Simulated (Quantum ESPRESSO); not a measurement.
# MnO2 (R-3m) in Quantum ESPRESSO: single point with PBEsol

Aim: the single point of MnO2 with PBEsol.

Everything below comes from runs of Quantum ESPRESSO 7.5. Logs are shortened: lines on timing, memory, paths and dates and some standing lists are left out, and cuts for length are marked.

## 1. The undisturbed crystal

Symmetry: R-3m, No. 166, trigonal system. Conventional cell: a = 2.857 Å, b = 2.857 Å, c = 13.752 Å, α = 90.00°, β = 90.00°, γ = 120.00°. Around Mn (site symmetry -3m) lie 6 O at 1.90 Å. O (site symmetry 3m) has 3 Mn at 1.90 Å as nearest neighbours.

Measurements of this composition are mostly on another form, of space group No. 136.

## 2. Single point, PBEsol, collinear spin, ferromagnetic start (atoms moved at random, drawn with an rms of 0.05 Å)

pw.in

```
&CONTROL
  calculation = 'scf'
  prefix = 'pwscf'
  outdir = './tmp'
  pseudo_dir = './pseudo'
  tprnfor = .true.
  tstress = .true.
  disk_io = 'nowf'
/
&SYSTEM
  ibrav = 0
  nat = 3
  ntyp = 2
  ecutwfc = 45
  ecutrho = 360
  nbnd = 24
  occupations = 'smearing'
  smearing = 'fd'
  degauss = 0.00367493
  nspin = 2
  starting_magnetization(1) = 0.2667
  starting_magnetization(2) = 0
/
&ELECTRONS
  conv_thr = 6d-10
  electron_maxstep = 120
  mixing_beta = 0.3
/
ATOMIC_SPECIES
Mn    54.9380 mn_pbesol_v1.5.uspp.F.UPF
O     15.9990 o_pbesol_v1.2.uspp.F.UPF
CELL_PARAMETERS angstrom
   1.4284348394    0.8247072390    4.5839315268
  -1.4284348394    0.8247072390    4.5839315268
   0.0000000000   -1.6494144781    4.5839315268
ATOMIC_POSITIONS crystal
Mn     0.0059430000    0.0264430000   -0.0238240000
O      0.7250980000    0.7206690000    0.7540080000
O      0.2650120000    0.2576700000    0.2747650000
K_POINTS automatic
11 11 11 0 0 0
```

Potentials or basis: GBRV 1.5 PBEsol.

The run is started by

```console
> OMP_NUM_THREADS=1 mpirun -n 2 pw.x -nk 2 -in pw.in > pw.out
```

pw.out:

```text
This program is part of the open-source Quantum ESPRESSO suite
     for quantum simulation of materials; please cite
[... 10 lines left out ...]
     --------------------
     sticks:   dense  smooth     PW     G-vecs:    dense   smooth      PW
     Sum        1361     687    237                25175     8971    1833

     Using Slab Decomposition

     bravais-lattice index     =            0
     lattice parameter (alat)  =       9.2061  a.u.
     unit-cell volume          =     218.6484 (a.u.)^3
     number of atoms/cell      =            3
     number of atomic types    =            2
     number of electrons       =        27.00
     number of Kohn-Sham states=           24
     kinetic-energy cutoff     =      45.0000  Ry
     charge density cutoff     =     360.0000  Ry
     scf convergence threshold =      6.0E-10
     mixing beta               =       0.3000
     number of iterations used =            8  plain     mixing
     Exchange-correlation= SLA  PW   PSX  PSC
                           (   1   4  10   8   0   0   0)

     celldm(1)=   9.206089  celldm(2)=   0.000000  celldm(3)=   0.000000
     celldm(4)=   0.000000  celldm(5)=   0.000000  celldm(6)=   0.000000

     crystal axes: (cart. coord. in units of alat)
               a(1) = (   0.293214   0.169287   0.940940 )
               a(2) = (  -0.293214   0.169287   0.940940 )
               a(3) = (   0.000000  -0.338574   0.940940 )

     reciprocal axes: (cart. coord. in units 2 pi/alat)
               b(1) = (  1.705241  0.984522  0.354256 )
               b(2) = ( -1.705241  0.984522  0.354256 )
               b(3) = (  0.000000 -1.969043  0.354256 )

     PseudoPot. # 1 for Mn read from file:
     mn_pbesol_v1.5.uspp.F.UPF
     Pseudo is Ultrasoft + core correction, Zval = 15.0
     Generated by new atomic code, or converted to UPF format
     Using radial grid of  859 points,  6 beta functions with:
                l(1) =   0
                l(2) =   0
                l(3) =   1
                l(4) =   1
                l(5) =   2
                l(6) =   2
     Q(r) pseudized with  8 coefficients,  rinner =    0.950   0.950   0.950
                                                       0.950   0.950

     PseudoPot. # 2 for O  read from file:
     o_pbesol_v1.2.uspp.F.UPF
     Pseudo is Ultrasoft + core correction, Zval =  6.0
     Generated by new atomic code, or converted to UPF format
     Using radial grid of  737 points,  5 beta functions with:
                l(1) =   0
                l(2) =   0
                l(3) =   1
                l(4) =   1
                l(5) =   2
     Q(r) pseudized with  8 coefficients,  rinner =    0.900   0.900   0.900
                                                       0.900   0.900

     atomic species   valence    mass     pseudopotential
     Mn               15.00    54.93800     Mn( 1.00)
     O                 6.00    15.99900     O ( 1.00)

     Starting magnetic structure
     atomic species   magnetization
     Mn              0.267
     O               0.000

     No symmetry found

   Cartesian axes

     site n.     atom                  positions (alat units)
         1        Mn     tau(   1) = (  -0.0060109   0.0135487   0.0080563  )
         2        O      tau(   2) = (   0.0012986  -0.0105379   2.0698558  )
         3        O      tau(   3) = (   0.0021528  -0.0045450   0.7503496  )

     number of k points=   666  Fermi-Dirac smearing, width (Ry)=  0.0037

     Number of k-points >= 100: set verbosity='high' to print them.

     Dense  grid:    25175 G-vectors     FFT dimensions: (  60,  60,  60)

     Smooth grid:     8971 G-vectors     FFT dimensions: (  40,  40,  40)

     Check: negative core charge=   -0.000013
     Generating pointlists ...
     new r_m :   0.1517 (alat units)  1.3963 (a.u.) for type    1
     new r_m :   0.1517 (alat units)  1.3963 (a.u.) for type    2

     Initial potential from superposition of free atoms

     starting charge      26.4999, renormalised to      27.0000
     Starting wfcs are   21 randomized atomic wfcs +    3 random wfcs

     Self-consistent Calculation

     iteration #  1     ecut=    45.00 Ry     beta= 0.30
     Davidson diagonalization with overlap
     ethr =  1.00E-02,  avg # of iterations =  5.1

     total energy              =    -275.00809944 Ry
     estimated scf accuracy    <       2.22699287 Ry

     total magnetization       =     3.00 Bohr mag/cell
     absolute magnetization    =     3.07 Bohr mag/cell

     iteration #  2     ecut=    45.00 Ry     beta= 0.30
     Davidson diagonalization with overlap
     ethr =  8.25E-03,  avg # of iterations =  1.6

     total energy              =    -275.22070494 Ry
     estimated scf accuracy    <       2.06302283 Ry

     total magnetization       =     2.57 Bohr mag/cell
     absolute magnetization    =     2.63 Bohr mag/cell

     iteration #  3     ecut=    45.00 Ry     beta= 0.30
     Davidson diagonalization with overlap
     ethr =  7.64E-03,  avg # of iterations =  1.0

     total energy              =    -275.56776156 Ry
     estimated scf accuracy    <       0.22775430 Ry

     total magnetization       =     3.00 Bohr mag/cell
     absolute magnetization    =     3.12 Bohr mag/cell

     iteration #  4     ecut=    45.00 Ry     beta= 0.30
     Davidson diagonalization with overlap
     ethr =  8.44E-04,  avg # of iterations =  1.0

     total energy              =    -275.59935297 Ry
     estimated scf accuracy    <       0.01075294 Ry

     total magnetization       =     3.00 Bohr mag/cell
     absolute magnetization    =     3.10 Bohr mag/cell

     iteration #  5     ecut=    45.00 Ry     beta= 0.30
     Davidson diagonalization with overlap
     ethr =  3.98E-05,  avg # of iterations =  2.9

     total energy              =    -275.59638684 Ry
     estimated scf accuracy    <       0.02958661 Ry
[... 58 lines left out ...]
     total energy              =    -275.60011794 Ry
     estimated scf accuracy    <       0.00000015 Ry

     total magnetization       =     3.00 Bohr mag/cell
     absolute magnetization    =     3.06 Bohr mag/cell

     iteration # 12     ecut=    45.00 Ry     beta= 0.30
     Davidson diagonalization with overlap
     ethr =  5.72E-10,  avg # of iterations =  2.0

     total energy              =    -275.60011810 Ry
     estimated scf accuracy    <       0.00000024 Ry

     total magnetization       =     3.00 Bohr mag/cell
     absolute magnetization    =     3.06 Bohr mag/cell

     iteration # 13     ecut=    45.00 Ry     beta= 0.30
     Davidson diagonalization with overlap
     ethr =  5.72E-10,  avg # of iterations =  1.0

     total energy              =    -275.60011818 Ry
     estimated scf accuracy    <          1.5E-09 Ry

     total magnetization       =     3.00 Bohr mag/cell
     absolute magnetization    =     3.06 Bohr mag/cell

     iteration # 14     ecut=    45.00 Ry     beta= 0.30
     Davidson diagonalization with overlap
     ethr =  5.56E-12,  avg # of iterations =  2.0

     Magnetic moment per site  (integrated on atomic sphere of radius R)
     atom   1 (R=0.152)  charge= 11.3974  magn=  2.3965
     atom   2 (R=0.152)  charge=  4.9685  magn=  0.0630
     atom   3 (R=0.152)  charge=  4.9259  magn=  0.0350

     End of self-consistent calculation

     Number of k-points >= 100: set verbosity='high' to print the bands.

     the Fermi energy is     8.3610 ev

!    total energy              =    -275.60011824 Ry
     estimated scf accuracy    <          5.1E-10 Ry
     smearing contrib. (-TS)   =      -0.00000222 Ry
     internal energy E=F+TS    =    -275.60011602 Ry

     The total energy is F=E-TS. E is the sum of the following terms:
     one-electron contribution =    -195.41146104 Ry
     hartree contribution      =     108.80340484 Ry
     xc contribution           =     -40.63397280 Ry
     ewald contribution        =    -148.35808703 Ry

     total magnetization       =     3.00 Bohr mag/cell
     absolute magnetization    =     3.06 Bohr mag/cell

     convergence has been achieved in  14 iterations

     Forces acting on atoms (cartesian axes, Ry/au):

     atom    1 type  1   force =     0.02459623   -0.05799135   -0.05169214
     atom    2 type  2   force =    -0.01718646    0.03985555    0.04860134
     atom    3 type  2   force =    -0.00740977    0.01813580    0.00309079

     Total force =     0.106204     Total SCF correction =     0.000013

     Computing stress (Cartesian axis) and pressure

          total   stress  (Ry/bohr**3)                   (kbar)     P=       44.59
   0.00035731  -0.00006458  -0.00006818           52.56       -9.50      -10.03
  -0.00006458   0.00016888   0.00014831           -9.50       24.84       21.82
  -0.00006818   0.00014831   0.00038309          -10.03       21.82       56.35

=------------------------------------------------------------------------------=
   JOB DONE.
=------------------------------------------------------------------------------=
```

Run time: 11 min. Hardware: 2 MPI ranks of Arm Neoverse V2, shared host; peak memory 0.78 GiB.

Results:

- Free energy: -3749.7306 eV
- Pressure: 4.5 GPa
- Largest force: 2.095 eV/Å
- Band gap on the k mesh: 0.64 eV, indirect (least direct gap 0.64 eV)
- Net moment: 3.00 μB per cell
- Absolute moment: 3.06 μB per cell
- Site moments: Mn +2.40; O +0.06, +0.04 μB
- Valence electrons inside the program's atomic spheres: Mn 11.40; O 4.97, 4.93

Forces in eV/Å, atoms in the order of the input:
```
Mn   0.632 -1.491 -1.329
O   -0.442  1.025  1.250
O   -0.191  0.466  0.079
```

Levels at points of the mesh, in eV from the valence-band top:
Spin up:
| k point | band 11 | band 12 | band 13 | band 14 | band 15 | band 16 | band 17 | band 18 | band 19 | band 20 |
| --- | --- | --- | --- | --- | --- | --- | --- | --- | --- | --- |
| (0.00, 0.00, 0.00) | -2.83 | -1.51 | -1.31 | -1.14 | -0.25 | 2.79 | 2.92 | 6.86 | 10.12 | 14.54 |
Spin down:
| k point | band 8 | band 9 | band 10 | band 11 | band 12 | band 13 | band 14 | band 15 | band 16 | band 17 |
| --- | --- | --- | --- | --- | --- | --- | --- | --- | --- | --- |
| (0.00, 0.00, 0.00) | -5.52 | -5.38 | -1.78 | -1.69 | -1.30 | 0.80 | 0.96 | 2.46 | 4.30 | 4.43 |

Caveat: an odd mesh through Γ misses points on the zone boundary, where band edges often lie; a cell with one magnetic atom can't hold antiferromagnetic order, which such compounds often take.
